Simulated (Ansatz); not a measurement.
## WS$_{2}$: ab initio molecular dynamics

All numbers below come from Ansatz, DFT PBE+D3(BJ), scalar-relativistic, plane waves, PAW. Cutoff 420 eV, shifted (0.5, 0.5, 0.5 steps) 2×2×2 k-points, Fermi–Dirac smearing of 0.1 eV. The mesh is coarse. Spin–orbit coupling is left out, which can shift energies with elements as heavy as these. No spin polarisation.

18 atoms, starting at 1.04 times the perfect crystal's volume (space group R3m, not the usual structure, the cell as given, not relaxed at this level); Langevin thermostat at 1200 K (friction 0.02 fs⁻¹), fixed cell; 53 steps of 1.5 fs. The run is short and not equilibrated.

First frame:

```
CELL_PARAMETERS angstrom
-6.39912 0.00000 0.00000
-1.59978 0.92363 6.24444
-1.59978 8.31270 0.00000
ATOMIC_POSITIONS crystal
W 0.50000 0.00000 0.00000
W 0.66667 0.00000 0.33333
W 0.83333 0.00000 0.66667
W 0.00000 0.00000 0.00000
W 0.16667 0.00000 0.33333
W 0.33333 0.00000 0.66667
S 0.99980 0.25090 0.74990
S 0.16647 0.25090 0.08323
S 0.33313 0.25090 0.41657
S 0.49980 0.25090 0.74990
S 0.66647 0.25090 0.08323
S 0.83313 0.25090 0.41657
S 0.11267 0.74300 0.80633
S 0.27933 0.74300 0.13967
S 0.44600 0.74300 0.47300
S 0.61267 0.74300 0.80633
S 0.77933 0.74300 0.13967
S 0.94600 0.74300 0.47300
```

```yaml
Mean_temperature_over_the_second_half: 1254 K
Mean_pressure_over_the_second_half_kinetic_part_included: -2.2 GPa
Mean_potential_energy_above_the_perfect_crystal_as_given_at_volume_ratio_1;_besides_heat_the_difference_comes_from_the_volume_4_%_larger_and_the_crystal's_own_forces_of_up_to_0.61_eV/Å_and_pressure_of_0.7_GPa;_its_own_run_had_another_smearing_without_effect_beside_its_gap: 162 meV/atom
Mean-square_drift_of_S_from_first_to_last_step_mean_shift_of_all_atoms_removed: 0.04 Å²
Mean-square_drift_of_W_from_first_to_last_step_mean_shift_of_all_atoms_removed: 0.02 Å²
```

Pair distribution functions g(r), second half of the run, up to half the cell's height:

| r (Å) | S-S | S-W |
| --- | --- | --- |
| 1.95 | 0.0 | 0.0 |
| 2.05 | 0.0 | 0.0 |
| 2.15 | 0.0 | 0.1 |
| 2.25 | 0.0 | 1.1 |
| 2.35 | 0.0 | 7.6 |
| 2.45 | 0.0 | 8.4 |
| 2.55 | 0.0 | 3.6 |
| 2.65 | 0.0 | 1.3 |
| 2.75 | 0.0 | 0.1 |
| 2.85 | 0.2 | 0.0 |
| 2.95 | 1.6 | 0.0 |

Along the run (potential energy from its first value; pressure with the kinetic part):

| t (fs) | T (K) | ΔE_pot (meV/atom) | P (GPa) |
| --- | --- | --- | --- |
| 0.0 | 1133 | 0.0 | -4.5 |
| 3.0 | 1145 | 4.0 | -4.5 |
| 6.0 | 926 | 13.2 | -4.3 |
| 9.0 | 1005 | 26.8 | -3.7 |
| 12.0 | 914 | 46.1 | -3.2 |
| 15.0 | 829 | 67.0 | -2.9 |
| 18.0 | 836 | 87.8 | -2.5 |
| 21.0 | 843 | 110.1 | -1.8 |
| 24.0 | 726 | 131.5 | -1.2 |
| 27.0 | 642 | 147.4 | -0.8 |
| 30.0 | 569 | 156.4 | -0.5 |
| 33.0 | 545 | 159.2 | -0.5 |
| 36.0 | 588 | 156.2 | -0.6 |
| 39.0 | 908 | 148.1 | -0.8 |
| 42.0 | 1029 | 140.6 | -1.1 |
| 45.0 | 1216 | 133.7 | -1.2 |
| 48.0 | 1328 | 130.6 | -1.5 |
| 51.0 | 1476 | 130.5 | -1.7 |
| 54.0 | 1632 | 134.9 | -1.8 |
| 57.0 | 1453 | 140.7 | -2.0 |
| 60.0 | 1397 | 146.8 | -2.2 |
| 63.0 | 1406 | 151.4 | -2.7 |
| 66.0 | 1375 | 158.7 | -2.9 |
| 69.0 | 1102 | 165.6 | -3.2 |
| 72.0 | 1079 | 171.8 | -3.2 |
| 75.0 | 1002 | 175.9 | -3.1 |
| 78.0 | 1029 | 183.2 | -2.8 |